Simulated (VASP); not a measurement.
## Pt: single point with LDA

Pt, a slab with vacuum:

```
CELL_PARAMETERS angstrom
2.75319 0.00000 0.00000
-1.37660 2.38433 0.00000
0.00000 0.00000 23.74392
ATOMIC_POSITIONS crystal
Pt 0.66667 0.33333 0.35799
Pt 0.33333 0.66667 0.45266
Pt 0.00000 0.00000 0.54632
Pt 0.66667 0.33333 0.64117
```

The slab is cut from a database's or a generator's crystal, which needn't be the stable form of the element.

The cell isn't the ideal one: clean slab, lower half held.

```
Program                : VASP 6.6.1
Task                   : single point
Functional             : LDA
Potentials or basis    : VASP PAW LDA potentials, release 64 (Pt)
Cutoff                 : 520 eV
k mesh                 : 12 × 12 × 1
Occupations            : gaussian, width 0.1 eV
Spin                   : no spin polarisation
Dipole correction      : yes
Further INCAR settings : ALGO = Normal; EDIFF = 1e-07; NBANDS = 28
```

| Property | Result |
| --- | --- |
| Largest force | 0.053 eV/Å |
| Band gap on the k mesh | none (metal or under the smearing width) |

Forces on the atoms (eV/Å):
```
Pt   0.000  0.000 -0.053
Pt   0.000  0.000  0.016
Pt   0.000  0.000  0.014
Pt   0.000  0.000  0.023
```

Levels at points of the mesh, in eV from the Fermi level:
| k point | band 18 | band 19 | band 20 | band 21 | band 22 | band 23 |
| --- | --- | --- | --- | --- | --- | --- |
| (0.00, 0.00, 0.00) | -1.29 | -1.29 | -0.50 | -0.50 | -0.49 | 0.01 |
| (0.50, 0.00, 0.00) | 0.28 | 0.58 | 0.62 | 0.91 | 2.41 | 2.77 |

Wall time 68 s on 1 thread of Intel(R) Xeon(R) 6975P-C (Granite Rapids), with other jobs on the host, peak memory 0.23 GiB.

The run has no spin-orbit coupling, so splittings on Pt are missing.
